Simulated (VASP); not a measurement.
Write the native input for VASP 6.6.1 that does the following.

- Task: optical spectrum
- Functional: TB-mBJ
- Potentials or basis: VASP PAW PBE potentials, release 64 (In_d, Se)
- Cutoff: 400 eV
- k mesh: 12 × 12 × 2
- Occupations: gaussian, width 0.02 eV
- Spin: no spin polarisation
- Further INCAR settings: ALGO = Normal; EDIFF = 1e-06; NBANDS = 70

The system is InSe.

```
CELL_PARAMETERS angstrom
4.05000 0.00000 0.00000
-2.02500 3.50740 0.00000
0.00000 0.00000 16.93000
ATOMIC_POSITIONS crystal
In 0.33333 0.66667 0.15700
In 0.66667 0.33333 0.65700
In 0.33333 0.66667 0.34300
In 0.66667 0.33333 0.84300
Se 0.33333 0.66667 0.60200
Se 0.66667 0.33333 0.10200
Se 0.33333 0.66667 0.89800
Se 0.66667 0.33333 0.39800
```

The input as run:

POSCAR

```
InSe
1.0
    4.0500000000      0.0000000000      0.0000000000
   -2.0250000000      3.5074028853      0.0000000000
    0.0000000000      0.0000000000     16.9300000000
In Se
4 4
Direct
    0.3333333333      0.6666666667      0.1570000000
    0.6666666667      0.3333333333      0.6570000000
    0.3333333333      0.6666666667      0.3430000000
    0.6666666667      0.3333333333      0.8430000000
    0.3333333333      0.6666666667      0.6020000000
    0.6666666667      0.3333333333      0.1020000000
    0.3333333333      0.6666666667      0.8980000000
    0.6666666667      0.3333333333      0.3980000000
```

INCAR.step1

```
PREC = Accurate
ENCUT = 400
EDIFF = 1E-5
ISMEAR = 0
SIGMA = 0.02
LREAL = F
LASPH = T
NELM = 80
ALGO = Normal
ISIF = 2
LWAVE = T
LCHARG = F
NBANDS = 70
GGA = PE
```

INCAR.step2

```
PREC = Accurate
ENCUT = 400
EDIFF = 1E-6
ISMEAR = 0
SIGMA = 0.02
LREAL = F
LASPH = T
NELM = 80
ALGO = Normal
ISIF = 2
LWAVE = F
LCHARG = F
METAGGA = MBJ
LOPTICS = T
NBANDS = 70
NEDOS = 2000
CSHIFT = 0.05
ISTART = 1
```

KPOINTS

```
regular mesh
0
Gamma
  12 12 2
```

Potentials or basis: VASP PAW PBE potentials, release 64 (In_d, Se).

Launch:

```sh
$ cat potpaw_PBE.64/In_d/POTCAR potpaw_PBE.64/Se/POTCAR > POTCAR
$ cp INCAR.step1 INCAR
$ mpirun -np 1 vasp_std > vasp.out
$ cp INCAR.step2 INCAR
$ mpirun -np 1 vasp_std > vasp.out
```

Results of the run:

| Quantity | Value |
| --- | --- |
| Band gap on the k mesh | 0.49 eV, indirect (least direct gap 0.51 eV) |

Caveat: independent-particle spectra lack excitons; spin-orbit coupling is left out, which moves the levels of the heavy elements.

Run time: 28 min on 1 thread of AMD EPYC 9R45 (Zen 5) (shared host), peak memory 0.85 GiB.
